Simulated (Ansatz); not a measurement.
## LaAlO3, pressure series

Base system: LaAlO$_{3}$ (space group R-3c, No. 167; a = 5.4124 Å, c = 13.1925 Å (hexagonal axes)).

Cell and atoms are relaxed at each pressure.

All numbers come from PBE (Ansatz, a program for electronic structure), without spin-orbit coupling, earlier PAW set.

Computed cases, in order: pressure −2 GPa; pressure −1 GPa; 0 GPa (base); pressure 1.8 GPa; pressure 4.2 GPa; pressure 9 GPa; pressure 18 GPa; pressure 30 GPa; pressure 45 GPa; pressure 60 GPa.

Problem. Between which two neighbouring cases does the gap turn between direct and indirect?

Solution. Between pressure 9 GPa (3.97 eV, indirect, F → Γ) and pressure 18 GPa (3.90 eV, direct at Γ). The whole series: pressure −2 GPa: 4.03 eV, indirect, F → Γ; pressure −1 GPa: 4.03 eV, indirect, F → Γ; 0 GPa (base): 4.02 eV, indirect, F → Γ; pressure 1.8 GPa: 4.01 eV, indirect, F → Γ; pressure 4.2 GPa: 4.00 eV, indirect, F → Γ; pressure 9 GPa: 3.97 eV, indirect, F → Γ; pressure 18 GPa: 3.90 eV, direct at Γ; pressure 30 GPa: 3.77 eV, direct at Γ; pressure 45 GPa: 3.71 eV, direct at Γ; pressure 60 GPa: 3.71 eV, direct at Γ.

Load acts through the strain it causes; cell and atoms are relaxed under it. Stability against distortions was not tested. Competing high-pressure phases were not computed. Along this pressure series the structure jumps between pressure 30 GPa and pressure 45 GPa; cells beyond that are another form of it. k-point labels follow each cell's own Brillouin zone.
